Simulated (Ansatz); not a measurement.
# F (fcc type): a single-point run

Aim: a sound single-point run of F (fcc type).

Computed with Ansatz 0.2.0 (DFT, PBE, PAW with Ansatz's default frozen-core files, scalar-relativistic, unless a step's input says otherwise).

### Step 1. The system as given

The structure is cubic, space group Fm-3m (No. 225). Conventional cell: a = 3.036 Å, b = 3.036 Å, c = 3.036 Å, α = 90.00°, β = 90.00°, γ = 90.00°. F (site symmetry m-3m) has 12 F at 2.15 Å in its first shell of neighbours.

Coordinates:

```cif
data_structure
_symmetry_space_group_name_H-M 'Fm-3m'
_symmetry_Int_Tables_number 225
_cell_length_a 3.0357
_cell_length_b 3.0357
_cell_length_c 3.0357
_cell_angle_alpha 90.000
_cell_angle_beta 90.000
_cell_angle_gamma 90.000
_cell_volume 27.97
loop_
_atom_site_label
_atom_site_type_symbol
_atom_site_symmetry_multiplicity
_atom_site_Wyckoff_symbol
_atom_site_fract_x
_atom_site_fract_y
_atom_site_fract_z
_atom_site_occupancy
F1 F 4 a 0.00000 0.00000 0.00000 1
```

### Step 2. Input and run

File input.yaml:

```yaml
crystal:
  lattice:
    - [0.0, 1.5178266953, 1.5178266953]
    - [1.5178266953, 0.0, 1.5178266953]
    - [1.5178266953, 1.5178266953, 0.0]
  atoms:
    - { symbol: F, position: [0.0, 0.0, 0.0] }
kpoints:
  mp_grid: { grid: [1, 1, 1] }
scf:
  occupations: { method: fermi_dirac, width: 0.1 }
  max_iter: 80
hamiltonian:
  xc: pbe
  pseudopotentials: { kind: paw }
output:
  forces: true
  stress: true
  eigenvalues: true
  populations: true
```

Command:

```console
$ ansatz run input.yaml --threads 1 --pin off --max-ram 2048MiB --backend cpu --events-out ev --progress --plain --runs-dir out
```

Q: Will this input give a usable result? If not, why, and what should change?

This run ends as converged. It gives a pressure of 372 GPa, which is large; a structure far from rest gives such values too, whatever the setting.

Look at the input: kpoints.mp_grid.grid is [1, 1, 1]. The zone is sampled at a single point, which suits only large cells or molecules.

The test: set kpoints.mp_grid.grid to [17, 17, 17].
